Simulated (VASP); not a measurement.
The system is Mg3Sb2.

```
CELL_PARAMETERS angstrom
4.58200 0.00000 0.00000
-2.29100 3.96813 0.00000
0.00000 0.00000 7.24400
ATOMIC_POSITIONS crystal
Sb 0.66667 0.33333 0.76500
Sb 0.33333 0.66667 0.23500
Mg 0.00000 0.00000 0.00000
Mg 0.66667 0.33333 0.37000
Mg 0.33333 0.66667 0.63000
```

Base run:

| Item | Value |
| --- | --- |
| Program | VASP 6.6.1 |
| Functional | revTPSS |
| Potentials or basis | VASP PAW PBE potentials, release 64 (Sb, Mg) |
| Cutoff | 520 eV |
| k mesh | 7 × 7 × 4 |
| Occupations | fermi-dirac, width 0.05 eV |
| Spin | no spin polarisation |

Its results: band gap on the k mesh 0.48 eV, indirect (least direct gap 1.39 eV).

The run is repeated on the same cell with these changes: functional from revTPSS to TB-mBJ. What comes out?

Band gap on the k mesh 0.80 eV, indirect (least direct gap 1.78 eV).

Caveats: spin-orbit coupling is left out, which moves the levels of the heavy elements; the mesh misses the band edges, which the band path finds closer together (some runs).

Not every run made on this cell is shown here.
